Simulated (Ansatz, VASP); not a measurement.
# TePb: VASP beside Ansatz

```
Te Pb
1.0
     0.00000    3.28480    3.28480
     3.28480    0.00000    3.28480
     3.28480    3.28480    0.00000
Te Pb
1 1
Direct
  0.00000 0.00000 0.00000
  0.50000 0.50000 0.50000
```

Alike in both runs: functional PBE; k mesh 8 × 8 × 8; occupations gaussian, width 0.02 eV; no spin polarisation.

Ansatz relaxed the structure, and its values are those at the end. VASP's run is a single point on that final structure, the one shown.

|  | VASP | Ansatz |
| --- | --- | --- |
| version | VASP 6.6.1 | Ansatz 0.2.0 |
| potentials or method | VASP PAW PBE potentials, release 64 (Te, Pb_d) | scalar-relativistic, plane waves, PAW |
| plane-wave cutoff (eV) | 520 | 420 |
| valence electrons in the cell | 20 | 30 |

Ansatz gave:

```
gap on the k mesh at the Fermi level (eV) : 0.83
least direct gap on the mesh (eV)         : 0.83
pressure (GPa)                            : 0.0
```

Question: What did VASP give for the same quantities?

Answer: gap on the k mesh at the Fermi level (eV): 0.83; least direct gap on the mesh (eV): 0.83; pressure (GPa): -0.1.

The two sets of potentials don't hold the same shells in valence.

Caveats: spin-orbit coupling is left out, which as a rule narrows the gap of such compounds by several tenths of an eV. A k mesh can miss the band edges.
